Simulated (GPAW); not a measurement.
Au:

```xyz
2
Lattice="2.9000 0.0000 0.0000 -1.4500 2.5115 0.0000 0.0000 0.0000 4.8800" Properties=species:S:1:pos:R:3 pbc="T T T"
Au    1.4500    0.8372    1.2200
Au    0.0000    1.6743    3.6600
```

This isn't the form of Au at room conditions, which is fcc.

```yaml
Program: GPAW 26.7.0
Task: relaxation of cell and atoms
Functional: PBEsol
Potentials_or_basis: PAW data sets generated in the run's folder for this functional
Cutoff: 600 eV
Basis: pw
k_mesh: 8 × 8 × 4
Occupations: fermi-dirac, width 0.05 eV
Spin: no spin polarisation
```

At the start: pressure -3.6 GPa; volume 17.77 Å³/atom.

**Question.** How do energy, volume and symmetry change on relaxing?

**Answer.** Over 9 steps the energy falls by 7.9 meV/atom and the volume is 17.35 Å³/atom (-2.3 %); space group P6_3/mmc (No. 194, to 0.05 Å).

Step by step:
```csv
step,energy change (eV),largest force (eV/Å),pressure (GPa),volume (Å³)
1,0.0000,0.0000,-3.55,35.54
2,-0.0054,0.0000,-2.33,35.24
3,-0.0096,0.0000,0.19,34.68
4,-0.0098,0.0000,0.12,34.69
5,0.0848,0.0005,-2.81,36.21
6,-0.0145,0.0000,-0.67,34.84
7,-0.0155,0.0000,-0.79,34.87
8,-0.0158,0.0001,-0.52,34.82
9,-0.0159,0.0002,-0.02,34.71
```

Final structure:
```xyz
2
Lattice="2.9122 0.0000 0.0000 -1.4561 2.5221 0.0000 0.0000 0.0000 4.7256" Properties=species:S:1:pos:R:3 pbc="T T T"
Au    1.4561    0.8407    1.1814
Au    0.0000    1.6814    3.5442
```

Caveat: with this Au data set, volumes or pressures lay over 1.5 % or 2 GPa off other programs in two to four cells of ten; later steps reuse the first step's grids.
